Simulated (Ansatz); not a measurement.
Runs of Ansatz 0.2.0 on AlN. The structure is cubic, space group F-43m (No. 216). Conventional cell: a = 4.368 Å, b = 4.368 Å, c = 4.368 Å, α = 90.00°, β = 90.00°, γ = 90.00°. Al (site symmetry -43m) has 4 N at 1.89 Å as nearest neighbours. N (site symmetry -43m) is surrounded by 4 Al at 1.89 Å. Measurements of this composition are mostly on another form, of space group No. 186.

| task | level | potentials or basis | cell | cutoff (eV) | points for each segment of the path | gap on the mesh (eV) | pressure (GPa) | V0 of scaled cells (Å³/atom) | relaxed volume (Å³/atom) | B0 (GPa) |
| --- | --- | --- | --- | --- | --- | --- | --- | --- | --- | --- |
| band structure | rPW86-PBE | Ansatz PAW | as given | 420 | 14 | 3.59 | 7.7 | - | - | - |
| equation of state | LDA | JTH PAW LDA | as given | 1350 | - | - | - | (a) | - | 212 |
| relaxation of cell and atoms | PBEsol | Ansatz PAW | relaxed | 420 | - | 3.19 | 0.0 | - | 10.48 | - |
| relaxation of cell and atoms | SVWN5 | Ansatz PAW | relaxed | 420 | - | 3.26 | 0.0 | - | 10.23 | - |
| equation of state | r2SCAN+D4 | Ansatz PAW | as given | 500 | - | - | - | 10.35 | - | 213 |
| equation of state | revPBE | Ansatz PAW | as given | 420 | - | - | - | 10.82 | - | 188 |
| equation of state | BLYP+D3(BJ) | Ansatz PAW | as given | 420 | - | - | - | (b) | - | 202 |
| band structure | RPBE | Ansatz PAW | as given | 420 | 14 | 3.37 | 8.6 | - | - | - |

Alike in all rows: no spin polarisation; k mesh 10 × 10 × 10; smearing fermi-dirac 0.05 eV.

Fill in the values left out.

(a) 10.21; (b) 10.34.

Caveats: the PAW data sets come from PBE, with cores solved anew for the run's functional, which leaves a small shift of forces and pressure (some runs); the plane-wave basis is chosen anew once the cell has moved, so the energies of steps on either side of that aren't comparable (some runs); the potentials were made for another functional, which shifts forces and pressure (some runs); the PAW data sets were made with another functional, which shifts forces and pressure a little (some runs).

A k mesh can miss the band edges.

Runs at the PBE level aren't shown here.
